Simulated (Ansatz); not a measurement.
Consider KF in the rock salt structure (space group Fm-3m, No. 225; a = 5.421 Å). Axes: x, y, z lie along the cube axes.

All numbers come from PBE/PAW in Ansatz (an electronic-structure program), no spin-orbit coupling.

One thing is altered: an isotropic linear strain of −2.00 %; the atoms relax in the strained cell.

### Question
Predict the stress tensor and what it implies for the stiffness.

### Answer
Stress of the strained cell less that of the base (GPa, compression positive):
```
   2.03    0.00    0.00
   0.00    2.03    0.00
   0.00    0.00    2.03
```

Then B = −ΔP/(ΔV/V₀) with ΔV/V₀ = -0.0588 gives secant stiffness values (nonlinear terms included at this strain): B ≈ 35 GPa.

As a check, the harmonic strain energy −½ V₀ Δσ:ε is 7.6 meV/atom; the computed energy rise is 7.0 meV/atom.

Stability against distortions was not tested.
